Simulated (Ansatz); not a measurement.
Data:

Relaxed GeO₂ (rutile):

```xyz
12
Lattice="8.9750 0.0000 0.0000 0.0000 4.4875 0.0000 0.0000 0.0000 2.9050" Properties=species:S:1:pos:R:3 pbc="T T T"
Ge     0.0000     0.0000     0.0000
Ge     4.4875     0.0000     0.0000
Ge     2.2438     2.2438     1.4525
Ge     6.7313     2.2438     1.4525
O      1.3783     1.3783     0.0000
O      5.8658     1.3783     0.0000
O      3.6221     0.8654     1.4525
O      8.1096     0.8654     1.4525
O      0.8654     3.6221     1.4525
O      5.3529     3.6221     1.4525
O      3.1092     3.1092     0.0000
O      7.5967     3.1092     0.0000
```

A phonon eigenvector at X = (0.5, 0.0, 0.0) is frozen into this cell: atom i moves by Q times the vector below, so Q is the largest atomic displacement, in Å. The cell is held. It is one choice among 2 degenerate patterns. (q is in reciprocal vectors of the primitive cell; the cell shown is doubled to hold the pattern.)

| atom | x | y | z |
|---|---|---|---|
| Ge1 | 0.000 | 0.000 | 1.000 |
| Ge2 | 0.000 | 0.000 | -1.000 |
| Ge3 | 0.000 | 0.000 | -0.259 |
| Ge4 | 0.000 | 0.000 | 0.259 |
| O5 | 0.000 | 0.000 | 0.068 |
| O6 | 0.000 | 0.000 | -0.068 |
| O7 | 0.000 | 0.000 | -0.726 |
| O8 | 0.000 | 0.000 | 0.726 |
| O9 | 0.000 | 0.000 | 0.602 |
| O10 | 0.000 | 0.000 | -0.602 |
| O11 | 0.000 | 0.000 | -0.411 |
| O12 | 0.000 | 0.000 | 0.411 |

Level of theory: PBE (plane waves to 420 eV, PAW, scalar-relativistic; Ansatz, a first-principles code). k mesh 4×8×11 (Γ-centred), Fermi-Dirac smearing 0.05 eV. Energies are smeared free energies. GeO2 was relaxed with its symmetry unable to fall. The zero of ΔE is the undisplaced structure.

The scan covers Q from -0.280 to 0.280 Å in 13 points.

Q: Is this a single well or a double well?

A: A single well with its minimum at or next to zero displacement.

Q: Which space group does the distorted structure have?

A: Pc (No. 7), lowered from P4_2/mnm.

Q: What is the energy change at Q = 0.280 Å?

A: 599 meV/cell.

Q: What harmonic wavenumber does the curvature at Q = 0 give?

A: 148 cm⁻¹.

(For displaced atoms, the force is minus the slope of the energy, and its curvature is a force constant, which sets phonon frequencies.)
